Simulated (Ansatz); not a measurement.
## A decomposition energy, worked out: NaH6

These are results of DFT PBE, scalar-relativistic, plane waves, PAW (Ansatz), not measurements. All cells share a 420 eV cutoff and Γ-centred k meshes spaced at most about 0.3 Å⁻¹ (about 0.25 or finer for metals, 2π included). No spin polarisation.

The zero of energy is the elements' standard structures at the same level (H₂ as a molecule); no fitted shifts are applied.

These are static total energies at zero pressure. With hydrogen, zero-point motion can shift formation energies by some tens of meV/atom.

A trial structure of NaH6 (reached from: YbB6 type (Pm-3m); relaxed: space group Pm-3m (No. 221), a = 4.034 Å) has a formation energy of 0.209 eV/atom. It holds H–H pairs (shortest 0.81 Å). At its composition the lowest mixture among the elements and 1 reference phase computed alike (others may be missing) consists of these:

| phase | source | ΔE_f (eV/atom) |
| --- | --- | --- |
| H2 (gas) | element | 0.000 |
| NaH (Fm-3m) | COD | -0.196 |

Question: Write the balanced decomposition and find its energy per atom, per formula unit and per mole of formula units.

Answer: Balancing Na and H gives 2 NaH6 → 5 H2 + 2 NaH. The left side holds 14 atoms, and the products take 10/14 (H2) and 4/14 (NaH) of them. The mixture therefore lies at 10/14 × (0.000) + 4/14 × (-0.196) = -0.056 eV/atom. The reaction energy is -0.056 − (0.209) = -0.265 eV/atom. Times 7 atoms that is -1.855 eV per NaH6, and times 96.485 it is -179 kJ per mole of NaH6. Decomposition is downhill, so the trial structure is unstable against this mixture. Entropy of the gas would favour the products further at finite temperature.
